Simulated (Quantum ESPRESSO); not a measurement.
Crystal: Br.

```
Br
1.0
     3.36325   -2.32255    0.00000
     3.36325    2.32255    0.00000
     0.00000    0.00000    8.70230
Br
4
Direct
  0.36510 0.63490 0.39010
  0.13490 0.86510 0.89010
  0.63490 0.36510 0.60990
  0.86510 0.13490 0.10990
```

- Program: Quantum ESPRESSO 7.5
- Task: phonons
- Functional: LDA
- Potentials or basis: PseudoDojo 0.4.1 SR LDA standard
- Cutoff: 599 eV
- Density cutoff: 2395 eV
- k mesh: 6 × 6 × 3
- Occupations: methfessel-paxton, width 0.2 eV
- Spin: no spin polarisation
- Form of the LDA correlation: PW92
- Mixing beta: 0.5
- Most SCF iterations: 120
- SCF threshold: 8e-10 Ry

The cell and the atoms were relaxed first, to 27.41 Å³/atom (a = 3.858 Å, b = 3.858 Å, c = 8.401 Å, α = 90.00°, β = 90.00°, γ = 61.25°), and the response was taken there.

```
Br
1.0
     3.32013   -1.96559    0.00000
     3.32013    1.96559    0.00000
     0.00000    0.00000    8.40071
Br
4
Direct
  0.33748 0.66252 0.37909
  0.16252 0.83748 0.87909
  0.66252 0.33748 0.62091
  0.83748 0.16252 0.12091
```

The first run showed a gap, so the response started from a second, tighter run with fixed occupations.

Task: What is the highest optical frequency at the zone centre, leaving out the macroscopic field of polar modes?

Result: 247 cm⁻¹, a mode of symmetry B2g (Raman).

Optical modes at Γ, degenerate ones joined, polar ones without the macroscopic field:
```
cm⁻¹  components  symmetry  active in  IR intensity, summed ((D/Å)²/amu)
 47i           1       B1u         IR                              11.23
  47           1        Au     silent                               0.00
  59           1       B1g      Raman                               0.00
  97           1       B3g      Raman                               0.00
 109           1       B3u         IR                               3.24
 121           1        Ag      Raman                               0.00
 139           1       B2g      Raman                               0.00
 227           1        Ag      Raman                               0.00
 247           1       B2g      Raman                               0.00
```

Caveat: some modes are imaginary; the volume moved by over 15 % at a fixed basis, so the end points are rough; this smearing can shift energies of a crystal with a gap; on a mesh that holds Γ this program's dielectric tensor can be off by some percent beyond the error of the mesh; an odd mesh through Γ misses points on the zone boundary, where band edges often lie.
